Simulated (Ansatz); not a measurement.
Crystal: Zn.

```xyz
2
Lattice="2.6700 0.0000 0.0000 -1.3350 2.3123 0.0000 0.0000 0.0000 4.9660" Properties=species:S:1:pos:R:3 pbc="T T T"
Zn    1.3350    0.7708    3.7245
Zn    0.0000    1.5415    1.2415
```

Base run:

* Program: Ansatz 0.2.0
* Functional: r2SCAN
* Potentials or basis: Ansatz PAW
* Cutoff: 500 eV
* Density cutoff: 2000 eV
* k mesh: 11 × 11 × 6
* Occupations: methfessel-paxton, width 0.2 eV
* Spin: no spin polarisation

Its results: band gap on the k mesh none (metal or under the smearing width); pressure -4.7 GPa.

**Question.** The run is repeated on the same cell with these changes: functional from r2SCAN to PBE; cutoff from 500 eV to 420 eV; density cutoff from 2000 eV to 1680 eV. What comes out?

**Answer.** Band gap on the k mesh none (metal or under the smearing width); pressure -0.7 GPa.

Caveats: the PAW data sets come from PBE, with cores solved anew for the run's functional, which leaves a small shift of forces and pressure (some runs).

Not every run made on this cell is shown here.
